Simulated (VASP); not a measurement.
# Mo (Im-3m) in VASP: a series of runs

One crystal, Mo, is run at these levels: PBE; tasks: single point.

Program: VASP 6.6.1. These are calculated values, not measurements. Logs are shortened: lines on timing, memory, paths and dates and some standing lists are left out, and cuts for length are marked.

## 1. The structure

The structure is cubic, space group Im-3m (No. 229). Conventional cell: a = 3.168 Å, b = 3.168 Å, c = 3.168 Å, α = 90.00°, β = 90.00°, γ = 90.00°. Around Mo (site symmetry m-3m) lie 8 Mo at 2.74 Å.

## 2. Single point, PBE

INCAR

```
ADDGRID = F
ALGO = Normal
EDIFF = 1E-6
ENCUT = 450
GGA = PE
ISIF = 2
ISMEAR = 1
LASPH = T
LCHARG = F
LREAL = F
LWAVE = F
NBANDS = 13
NELM = 100
PREC = Accurate
SIGMA = 0.2
```

KPOINTS

```
k-points
0
Gamma
  11 11 11
```

POSCAR

```
Mo
1.0
   -1.5838089719      1.5838089719      1.5838089719
    1.5838089719     -1.5838089719      1.5838089719
    1.5838089719      1.5838089719     -1.5838089719
Mo
1
Direct
    0.0000000000      0.0000000000      0.0000000000
```

Potentials or basis: VASP PAW PBE potentials, release 64 (Mo_sv).

The run is started by

```bash
> cat potpaw_PBE.64/Mo_sv/POTCAR > POTCAR
> mpirun -np 1 vasp_std > vasp.out
```

OUTCAR:

```text
EDIFF = 1E-6
   ENCUT = 450
   GGA = PE
   ISIF = 2
   ISMEAR = 1
   LASPH = T
   LREAL = F
   NELM = 100
   PREC = Accurate

 Found     56 irreducible k-points:

 Following reciprocal coordinates:
            Coordinates               Weight
  0.000000  0.000000  0.000000      1.000000
  0.090909  0.000000  0.000000     12.000000
  0.181818  0.000000  0.000000     12.000000
  0.272727  0.000000  0.000000     12.000000
  0.363636  0.000000  0.000000     12.000000
  0.454545  0.000000  0.000000     12.000000
   k-points           NKPTS =     56   k-points in BZ     NKDIM =     56   number of bands    NBANDS=     13
   number of dos      NEDOS =    301   number of ions     NIONS =      1
   total plane-waves  NPLWV =   8000
   dimension x,y,z NGX =    20 NGY =   20 NGZ =   20
   dimension x,y,z NGXF=    40 NGYF=   40 NGZF=   40
   ions per type =               1
   NGX,Y,Z   is equivalent  to a cutoff of  12.12, 12.12, 12.12 a.u.
   NGXF,Y,Z  is equivalent  to a cutoff of  24.24, 24.24, 24.24 a.u.
 SYSTEM =  unknown system
   PREC   = accura    normal or accurate (medium, high low for compatibility)
   ISTART =      0    job   : 0-new  1-cont  2-samecut
   ICHARG =      2    charge: 1-file 2-atom 10-const
   ISPIN  =      1    spin polarized calculation?
   LNONCOLLINEAR =      F non collinear calculations
   LSORBIT =      F    spin-orbit coupling
   LASPH  =      T    aspherical Exc in radial PAW
   ENCUT  =  450.0 eV  33.07 Ry    5.75 a.u.   4.74  4.74  4.74*2*pi/ulx,y,z
   NELM   =    100;   NELMIN=  2; NELMDL= -5     # of ELM steps
   EDIFF  = 0.1E-05   stopping-criterion for ELM
   LREAL  =      F    real-space projection
   EDIFFG = 0.1E-04   stopping-criterion for IOM
   NSW    =      0    number of steps for IOM
   IBRION =     -1    ionic relax: 0-MD 1-quasi-New 2-CG
   NFREE  =      0    steps in history (QN), initial steepest desc. (CG)
   ISIF   =      2    stress and relaxation
   ISYM   =      2    0-nonsym 1-usesym 2-fastsym
   POTIM  = 0.5000    time-step for ionic-motion
   TEBEG  =    0.0;   TEEND  =   0.0 temperature during run
   PSTRESS=    0.0 pullay stress
   NELECT =      14.0000    total number of electrons
   NUPDOWN=      -1.0000    fix difference up-down
   EMIN   =  10.00;   EMAX   =-10.00  energy-range for DOS
   EFERMI =   0.00;   METHOD = LEGACY
   ISMEAR =     1;   SIGMA  =   0.20  broadening in eV -4-tet -1-fermi 0-gaus
   EFERMI_NEDOS =   21; number of points for ismear=-14 and -15
   IALGO  =     38    algorithm
   IMIX   =      4    mixing-type and parameters
     AMIX     =   0.40;   BMIX     =  1.00
     AMIX_MAG =   1.60;   BMIX_MAG =  1.00
  volume/ion in A,a.u.               =      15.89       107.24
  Fermi-wavevector in a.u.,A,eV,Ry     =   1.569380  2.965698 33.510508  2.462953
  Thomas-Fermi vector in A             =   2.671271
   LORBIT       =      0    0 simple, 1 ext, 2 COOP (PROOUT), +10 PAW based schemes
   GGA     = PE    functional components
   LHFCALC =     F    Hartree Fock is set to
   AEXX    =    0.0000 exact exchange contribution
   IVDW    =     0    specifies the selected vdW correction
   LEPSILON=     F    determine dielectric tensor
   LRPA    =     F    only Hartree local field effects (RPA)
 non-spin polarized calculation
 Methfessel and Paxton  Order N= 1 SIGMA  =   0.20
  energy-cutoff  :      450.00
  volume of cell :       15.89
 maximum number of plane-waves:       370
   NGX =  9   NGY =  9   NGZ =  9

 number of electron      14.0000005 magnetization

 Free energy of the ion-electron system (eV)
  ---------------------------------------------------
  ext. energy  EPLUGINS =         0.00000000
  ---------------------------------------------------
  free energy    TOTEN  =       -10.91210104 eV

  energy without entropy =      -10.90732028  energy(sigma->0) =      -10.91050745

 E-fermi :  12.2385     XC(G=0): -13.2973

 val. band max:       12.2099923008   @ k =  -0.1818   0.1818   0.1818
 cond. band min:      12.2411485455   @ k =   0.3636   0.0909   0.0909
 fundamental gap:      0.0311562447
 Fermi energy:        12.2385393548

 k-point     1 :       0.0000    0.0000    0.0000
  band No.  band energies     occupation
      1     -48.9458      2.00000
      2     -22.2501      2.00000
      3     -22.2501      2.00000
      4     -22.2501      2.00000
      5       5.1491      2.00000
      6      10.9992      2.00000
      7      10.9992      2.00000
      8      10.9992      2.00000
      9      13.9635     -0.00000
     10      13.9635     -0.00000
     11      27.1362      0.00000
     12      27.1362      0.00000
     13      27.1362      0.00000

 k-point     2 :       0.0909    0.0000    0.0000
  band No.  band energies     occupation
      1     -48.9265      2.00000
      2     -22.3624      2.00000
      3     -22.2848      2.00000
      4     -22.2508      2.00000
      5       5.5028      2.00000
      6      10.8031      2.00000
      7      10.9603      2.00000
      8      11.3332      2.00000
      9      13.6976     -0.00000
     10      13.9707     -0.00000
     11      27.3826      0.00000
     12      27.7352      0.00000
     13      27.7850      0.00000

 k-point     3 :       0.1818    0.0000    0.0000
  band No.  band energies     occupation
      1     -48.8745      2.00000
      2     -22.6574      2.00000
      3     -22.3773      2.00000
      4     -22.2530      2.00000
      5       6.4107      2.00000
      6      10.3187      2.00000
      7      10.7880      2.00000
      8      12.2974      0.52490
      9      13.3829     -0.00000
     10      14.0224     -0.00000
     11      27.6190      0.00000
     12      28.7505      0.00000
     13      29.4089      0.00000

 k-point     4 :       0.2727    0.0000    0.0000
  band No.  band energies     occupation
      1     -48.8056      2.00000
      2     -23.0306      2.00000
      3     -22.4962      2.00000
      4     -22.2559      2.00000
      5       7.2567      2.00000
      6       9.7563      2.00000
      7      10.9125      2.00000
      8      13.5151     -0.00000
      9      13.7657     -0.00000
     10      14.1657     -0.00000
     11      26.7461      0.00000
     12      27.9157      0.00000
     13      31.8735      0.00000

 k-point     5 :       0.3636    0.0000    0.0000
  band No.  band energies     occupation
      1     -48.7415      2.00000
      2     -23.3618      2.00000
      3     -22.6036      2.00000
      4     -22.2587      2.00000
      5       7.3337      2.00000
      6       9.2943      2.00000
      7      12.1066      1.88990
      8      13.8836     -0.00000
      9      14.3871     -0.00000
     10      15.4581     -0.00000
     11      25.3176      0.00000
     12      25.7529      0.00000
     13      31.9766      0.00000

 k-point     6 :       0.4545    0.0000    0.0000
  band No.  band energies     occupation
      1     -48.7031      2.00000
      2     -23.5539      2.00000
      3     -22.6664      2.00000
      4     -22.2603      2.00000
      5       7.1386      2.00000
      6       9.0396      2.00000
      7      13.5321     -0.00000
      8      14.0806     -0.00000
      9      14.5706     -0.00000
     10      16.7595      0.00000
     11      23.9970      0.00000
     12      24.3834      0.00000
     13      29.7945      0.00000

 [... further k-points ...]

------------------------ aborting loop because EDIFF is reached ----------------------------------------

  FORCE on cell =-STRESS in cart. coord.  units (eV):
  Direction    XX          YY          ZZ          XY          YZ          ZX
  --------------------------------------------------------------------------------------
  -------------------------------------------------------------------------------------
  Total       -0.0926068     -0.0926068     -0.0926068      0.0000000      0.0000000      0.0000000
  in kB       -9.3365201     -9.3365201     -9.3365201      0.0000000      0.0000000      0.0000000
  external PRESSURE =      -9.3365201 kB  Pullay stress =       0.0000000 kB

 VOLUME and BASIS-vectors are now :
 -----------------------------------------------------------------------------
  energy-cutoff  :      450.00
  volume of cell :       15.89
      direct lattice vectors                 reciprocal lattice vectors
    -1.583808972  1.583808972  1.583808972     0.000000000  0.315694638  0.315694638
     1.583808972 -1.583808972  1.583808972     0.315694638  0.000000000  0.315694638
     1.583808972  1.583808972 -1.583808972     0.315694638  0.315694638  0.000000000

 POSITION                                       TOTAL-FORCE (eV/Angst)
 -----------------------------------------------------------------------------------
      0.00000      0.00000      0.00000        -0.000000      0.000000     -0.000000
 -----------------------------------------------------------------------------------
    total drift:                                0.000000      0.000000      0.000000

  FREE ENERGIE OF THE ION-ELECTRON SYSTEM (eV)
  ---------------------------------------------------
  free  energy   TOTEN  =       -10.9121010352 eV

  energy  without entropy=      -10.9073202824  energy(sigma->0) =      -10.91050745
```

It took 4.2 s on 1 thread of Intel Xeon 6975P-C (Granite Rapids), shared host; peak memory 0.12 GiB.

The run converged, but some of its settings lie outside the range that counts as converged, so its numbers aren't taken as properties of the crystal.

Results:

```
Free energy            : -10.9121 eV
Pressure               : -0.9 GPa
Band gap on the k mesh : none (metal or under the smearing width)
```

## 3. Single point, PBE

INCAR is that of step 2.

KPOINTS is that of step 2.

POSCAR

```
Mo
1.0
   -1.6018940000      1.6123050000      1.5868230000
    1.5840600000     -1.5829550000      1.5396390000
    1.5998790000      1.5809390000     -1.5574730000
Mo
1
Direct
   -0.0100820000     -0.0008690000      0.0196120000
```

Potentials or basis: VASP PAW PBE potentials, release 64 (Mo_sv).

The run is started by

```bash
> cat potpaw_PBE.64/Mo_sv/POTCAR > POTCAR
> mpirun -np 1 vasp_std > vasp.out
```

Wall time 38 s (1 thread of Intel Xeon 6975P-C (Granite Rapids), shared host); peak memory 0.21 GiB.

These settings aren't checked as converged: the numbers below hold their error.

Results:

| Quantity | Value |
| --- | --- |
| Free energy | -10.9081 eV |
| Pressure | -0.8 GPa |
| Band gap on the k mesh | none (metal or under the smearing width) |

## 4. Single point, PBE

Changes to INCAR since step 3:

```diff
@@ -1,4 +1,4 @@
-ADDGRID = F
+ADDGRID = T
 ALGO = Normal
-EDIFF = 1E-6
+EDIFF = 1E-7
 ENCUT = 450
```

KPOINTS is that of step 3.

POSCAR

```
Mo
1.0
   -1.5838089719      1.5838089719      1.5838089719
    1.5838089719     -1.5838089719      1.5838089719
    1.5838089719      1.5838089719     -1.5838089719
Mo
1
Direct
    0.0000000000      0.0000000000      0.0000000000
```

The run is started by

```bash
> cat potpaw_PBE.64/Mo_sv/POTCAR > POTCAR
> mpirun -np 1 vasp_std > vasp.out
```

Wall time 7.1 s (1 thread of Intel Xeon 6975P-C (Granite Rapids), shared host); peak memory 0.17 GiB.

These settings aren't checked as converged: the numbers below hold their error.

What came out:

```
Free energy            : -10.9121 eV
Pressure               : -0.9 GPa
Band gap on the k mesh : none (metal or under the smearing width)
```

## 5. Single point, PBE

INCAR is that of step 4.

KPOINTS is that of step 4.

POSCAR

```
Mo
1.0
   -1.6018940000      1.6123050000      1.5868230000
    1.5840600000     -1.5829550000      1.5396390000
    1.5998790000      1.5809390000     -1.5574730000
Mo
1
Direct
   -0.0100820000     -0.0008690000      0.0196120000
```

The run is started by

```bash
> cat potpaw_PBE.64/Mo_sv/POTCAR > POTCAR
> mpirun -np 1 vasp_std > vasp.out
```

Wall time 44 s (1 thread of Intel Xeon 6975P-C (Granite Rapids), shared host); peak memory 0.26 GiB.

The run converged, but some of its settings lie outside the range that counts as converged, so its numbers aren't taken as properties of the crystal.

What came out:

```yaml
Free_energy: -10.9081 eV
Pressure: -0.8 GPa
Band_gap_on_the_k_mesh: none (metal or under the smearing width)
```

## 6. Single point, PBE

Changes to INCAR since step 5:

```diff
@@ -1,2 +1,2 @@
-ADDGRID = T
+ADDGRID = F
 ALGO = Normal
@@ -7,3 +7,3 @@
 ISMEAR = 1
-LASPH = T
+LASPH = F
 LCHARG = F
```

KPOINTS is that of step 5.

POSCAR

```
Mo
1.0
   -1.5838089719      1.5838089719      1.5838089719
    1.5838089719     -1.5838089719      1.5838089719
    1.5838089719      1.5838089719     -1.5838089719
Mo
1
Direct
    0.0000000000      0.0000000000      0.0000000000
```

Potentials or basis: VASP PAW PBE potentials, release 64 (Mo_sv).

The run is started by

```bash
> cat potpaw_PBE.64/Mo_sv/POTCAR > POTCAR
> mpirun -np 1 vasp_std > vasp.out
```

It took 4.3 s on 1 thread of Intel Xeon 6975P-C (Granite Rapids), shared host; peak memory 0.12 GiB.

The run converged, but some of its settings lie outside the range that counts as converged, so its numbers aren't taken as properties of the crystal.

Results:

| Quantity | Value |
| --- | --- |
| Free energy | -10.9111 eV |
| Pressure | -0.9 GPa |
| Band gap on the k mesh | none (metal or under the smearing width) |
